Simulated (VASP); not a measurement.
# Al (Fm-3m) in VASP: further runs

The runs below take Al through single point, with PBE.

All numbers are computed with VASP 6.6.1; they aren't measurements. Logs are shortened: lines on timing, memory, paths and dates and some standing lists are left out, and cuts for length are marked.

### 1 The undisturbed crystal

It takes space group Fm-3m (No. 225, cubic). Conventional cell: a = 4.050 Å, b = 4.050 Å, c = 4.050 Å, α = 90.00°, β = 90.00°, γ = 90.00°. Around Al (site symmetry m-3m) lie 12 Al at 2.86 Å.

### 2 Single point, PBE (grid = ENCUT=400 dk=0.6 cell=2x2x2 ISMEAR=1 SIGMA=0.1 LREAL=Auto EDIFF=1e-06)

Contents of INCAR:

```
SYSTEM = Al
PREC     = Accurate       ! precision mode
ENCUT    = 400            ! plane-wave cutoff, eV
EDIFF    = 1E-6           ! SCF threshold, eV
ISMEAR   = 1              ! smearing method
SIGMA    = 0.1            ! smearing width, eV
LREAL    = Auto         
LASPH    = .True.         ! aspherical terms in the spheres
NELM     = 120            ! most SCF steps
ALGO     = Fast           ! electronic algorithm
ISIF     = 2              ! what is computed and relaxed
LWAVE    = .False.        ! write WAVECAR
LCHARG   = .False.        ! write CHGCAR
GGA      = PE             ! functional
NBANDS   = 18             ! bands
```

Contents of KPOINTS:

```
regular mesh
0
Gamma
  3 3 3
  0 0 0
```

Contents of POSCAR:

```
Al
1.0
    0.0000000000      4.0496100000      4.0496100000
    4.0496100000      0.0000000000      4.0496100000
    4.0496100000      4.0496100000      0.0000000000
Al
7
Direct
    0.0000000000      0.0000000000      0.5000000000
    0.0000000000      0.5000000000      0.0000000000
    0.0000000000      0.5000000000      0.5000000000
    0.5000000000      0.0000000000      0.0000000000
    0.5000000000      0.0000000000      0.5000000000
    0.5000000000      0.5000000000      0.0000000000
    0.5000000000      0.5000000000      0.5000000000
```

Potentials or basis: VASP PAW PBE potentials, release 64 (Al).

Run with:

```sh
cat potpaw_PBE.64/Al/POTCAR > POTCAR
mpirun -np 1 vasp_std > vasp.out
```

OUTCAR:

```text
SYSTEM = Al
   PREC = Accurate
   ENCUT = 400
   EDIFF = 1E-6
   ISMEAR = 1
   LREAL = Auto
   LASPH = .True.
   NELM = 120
   ISIF = 2
   GGA = PE

 Found      4 irreducible k-points:

 Following reciprocal coordinates:
            Coordinates               Weight
  0.000000  0.000000  0.000000      1.000000
  0.333333  0.000000  0.000000      8.000000
  0.333333  0.333333  0.000000      6.000000
 -0.333333  0.333333  0.000000     12.000000
   k-points           NKPTS =      4   k-points in BZ     NKDIM =      4   number of bands    NBANDS=     18
   number of dos      NEDOS =    301   number of ions     NIONS =      7
   total plane-waves  NPLWV =  64000
   dimension x,y,z NGX =    40 NGY =   40 NGZ =   40
   dimension x,y,z NGXF=    80 NGYF=   80 NGZF=   80
   ions per type =               7
   NGX,Y,Z   is equivalent  to a cutoff of  11.61, 11.61, 11.61 a.u.
   NGXF,Y,Z  is equivalent  to a cutoff of  23.22, 23.22, 23.22 a.u.
 SYSTEM =  Al
   PREC   = accura    normal or accurate (medium, high low for compatibility)
   ISTART =      0    job   : 0-new  1-cont  2-samecut
   ICHARG =      2    charge: 1-file 2-atom 10-const
   ISPIN  =      1    spin polarized calculation?
   LNONCOLLINEAR =      F non collinear calculations
   LSORBIT =      F    spin-orbit coupling
   LASPH  =      T    aspherical Exc in radial PAW
   ENCUT  =  400.0 eV  29.40 Ry    5.42 a.u.   9.34  9.34  9.34*2*pi/ulx,y,z
   NELM   =    120;   NELMIN=  2; NELMDL= -5     # of ELM steps
   EDIFF  = 0.1E-05   stopping-criterion for ELM
   LREAL  =      T    real-space projection
   EDIFFG = 0.1E-04   stopping-criterion for IOM
   NSW    =      0    number of steps for IOM
[... 5 lines left out ...]
   TEBEG  =    0.0;   TEEND  =   0.0 temperature during run
   PSTRESS=    0.0 pullay stress
   NELECT =      21.0000    total number of electrons
   NUPDOWN=      -1.0000    fix difference up-down
   EMIN   =  10.00;   EMAX   =-10.00  energy-range for DOS
   EFERMI =   0.00;   METHOD = LEGACY
   ISMEAR =     1;   SIGMA  =   0.10  broadening in eV -4-tet -1-fermi 0-gaus
   EFERMI_NEDOS =   21; number of points for ismear=-14 and -15
   IALGO  =     68    algorithm
   IMIX   =      4    mixing-type and parameters
     AMIX     =   0.40;   BMIX     =  1.00
     AMIX_MAG =   1.60;   BMIX_MAG =  1.00
  volume/ion in A,a.u.               =      18.97       128.05
  Fermi-wavevector in a.u.,A,eV,Ry     =   0.885234  1.672850 10.662058  0.783639
  Thomas-Fermi vector in A             =   2.006240
   LORBIT       =      0    0 simple, 1 ext, 2 COOP (PROOUT), +10 PAW based schemes
   GGA     = PE    functional components
   LHFCALC =     F    Hartree Fock is set to
   AEXX    =    0.0000 exact exchange contribution
   IVDW    =     0    specifies the selected vdW correction
   LEPSILON=     F    determine dielectric tensor
   LRPA    =     F    only Hartree local field effects (RPA)
 non-spin polarized calculation
 RMM-DIIS sequential band-by-band and
 Methfessel and Paxton  Order N= 1 SIGMA  =   0.10
  energy-cutoff  :      400.00
  volume of cell :      132.82
 maximum number of plane-waves:      2424
 NGX is ok and might be reduce to    40
   NGX = 19   NGY = 19   NGZ = 19

 number of electron      21.0000000 magnetization

 Free energy of the ion-electron system (eV)
  ---------------------------------------------------
  ext. energy  EPLUGINS =         0.00000000
  ---------------------------------------------------
  free energy    TOTEN  =       -25.75428529 eV

  energy without entropy =      -25.75326175  energy(sigma->0) =      -25.75394411

 E-fermi :   6.2567     XC(G=0):  -9.5956

 val. band max:        6.1566645664   @ k =   0.3333   0.3333   0.0000
 cond. band min:       6.3096714747   @ k =  -0.3333   0.3333   0.0000
 fundamental gap:      0.1530069084
 Fermi energy:         6.2567300299

 k-point     1 :       0.0000    0.0000    0.0000
  band No.  band energies     occupation
      1      -3.9010      2.00000
      2       2.0326      2.00000
      3       2.4903      2.00000
      4       2.4903      2.00000
      5       2.4903      2.00000
      6       2.6264      2.00000
[... 10 lines left out ...]
     17      12.4804      0.00000
     18      12.5699      0.00000

 k-point     2 :       0.3333    0.0000    0.0000
  band No.  band energies     occupation
      1      -3.1902      2.00000
      2      -0.9376      2.00000
      3       1.7544      2.00000
      4       1.7803      2.00000
      5       1.7803      2.00000
      6       2.8482      2.00000
[... 10 lines left out ...]
     17       8.8890      0.00000
     18      10.4760      0.00000

 k-point     3 :       0.3333    0.3333    0.0000
  band No.  band energies     occupation
      1      -2.9465      2.00000
      2      -0.2115      2.00000
      3       0.3207      2.00000
      4       0.7370      2.00000
      5       0.7370      2.00000
      6       2.2458      2.00000
[... 10 lines left out ...]
     17       9.2907      0.00000
     18      10.2333      0.00000

 k-point     4 :      -0.3333    0.3333    0.0000
  band No.  band energies     occupation
      1      -2.0858      2.00000
      2      -1.4217      2.00000
      3      -0.8813      2.00000
      4       0.9600      2.00000
      5       1.4584      2.00000
      6       4.1841      2.00000
[... 10 lines left out ...]
     17      10.2465      0.00000
     18      10.4323      0.00000

------------------------ aborting loop because EDIFF is reached ----------------------------------------

  FORCE on cell =-STRESS in cart. coord.  units (eV):
  Direction    XX          YY          ZZ          XY          YZ          ZX
  --------------------------------------------------------------------------------------
  -------------------------------------------------------------------------------------
  Total       -2.2610680     -2.2610680     -2.2610680     -0.0000000     -0.0000000      0.0000000
  in kB      -27.2743625    -27.2743625    -27.2743625     -0.0000000     -0.0000000      0.0000000
  external PRESSURE =     -27.2743625 kB  Pullay stress =       0.0000000 kB

 VOLUME and BASIS-vectors are now :
 -----------------------------------------------------------------------------
  energy-cutoff  :      400.00
  volume of cell :      132.82
      direct lattice vectors                 reciprocal lattice vectors
     0.000000000  4.049610000  4.049610000    -0.123468680  0.123468680  0.123468680
     4.049610000  0.000000000  4.049610000     0.123468680 -0.123468680  0.123468680
     4.049610000  4.049610000  0.000000000     0.123468680  0.123468680 -0.123468680

 POSITION                                       TOTAL-FORCE (eV/Angst)
 -----------------------------------------------------------------------------------
      2.02481      2.02481      0.00000         0.000000     -0.000000     -0.000000
      2.02481      0.00000      2.02481         0.000000      0.000000      0.000000
      4.04961      2.02481      2.02481         0.000000      0.000000     -0.000000
      0.00000      2.02481      2.02481         0.000000      0.000000     -0.000000
      2.02481      4.04961      2.02481        -0.000000      0.000000      0.000000
      2.02481      2.02481      4.04961         0.000000     -0.000000     -0.000000
      4.04961      4.04961      4.04961         0.000000      0.000000     -0.000000
 -----------------------------------------------------------------------------------
    total drift:                               -0.000000      0.000000      0.000000

  FREE ENERGIE OF THE ION-ELECTRON SYSTEM (eV)
  ---------------------------------------------------
  free  energy   TOTEN  =       -25.7542852938 eV

  energy  without entropy=      -25.7532617527  energy(sigma->0) =      -25.75394411
```

stdout:

```text
POSCAR found type information on POSCAR Al
 POSCAR found :  1 types and       7 ions
 scaLAPACK will be used
 -----------------------------------------------------------------------------
|                                                                             |
|                                                                             |
|     You have a (more or less) 'small supercell' and for smaller cells       |
|     it is recommended to use the reciprocal-space projection scheme!        |
|     The real-space optimization is not efficient for small cells and it     |
|     is also less accurate ...                                               |
|     Therefore, set LREAL=.FALSE. in the INCAR file.                         |
|                                                                             |
 -----------------------------------------------------------------------------

 LDA part: xc-table for (Slater+PW92), standard interpolation
 POSCAR, INCAR and KPOINTS ok, starting setup
 FFT: planning ... GRIDC
 FFT: planning ... GRID_SOFT
 FFT: planning ... GRID
 WAVECAR not read
 entering main loop
```

Run time: 7.6 s. Hardware: 1 thread of Intel Xeon 6975P-C (Granite Rapids), shared host; peak memory 0.21 GiB.

These settings aren't checked as converged: the numbers below hold their error.

What came out:

```
Free energy            : -25.7543 eV
Pressure               : -2.7 GPa
Band gap on the k mesh : none (metal or under the smearing width)
```

Caveat: the k mesh is coarse (spacing up to 0.45 Å⁻¹), so the values aren't converged.

### 3 Single point, PBE (grid = ENCUT=280 dk=0.35 cell=2x2x2 ISMEAR=1 SIGMA=0.1 LREAL=Auto EDIFF=1e-06)

Edit INCAR of step 2 so:

```diff
@@ -2,3 +2,3 @@
 PREC     = Accurate       ! precision mode
-ENCUT    = 400            ! plane-wave cutoff, eV
+ENCUT    = 280            ! plane-wave cutoff, eV
 EDIFF    = 1E-6           ! SCF threshold, eV
```

Contents of KPOINTS:

```
regular mesh
0
Gamma
  4 4 4
  0 0 0
```

POSCAR is that of step 2.

Potentials or basis: VASP PAW PBE potentials, release 64 (Al).

Run with:

```sh
cat potpaw_PBE.64/Al/POTCAR > POTCAR
mpirun -np 1 vasp_std > vasp.out
```

Run time: 5.6 s. Hardware: 1 thread of Intel Xeon 6975P-C (Granite Rapids), shared host; peak memory 0.16 GiB.

The run converged, but some of its settings lie outside the range that counts as converged, so its numbers aren't taken as properties of the crystal.

Results:

* Free energy: -25.2526 eV
* Pressure: -2.8 GPa
* Band gap on the k mesh: none (metal or under the smearing width)

Caveat: the cutoff is under 1.25 times the usual one of these potentials, so pressure, stress and relaxed cells hold a basis-set (Pulay) error.
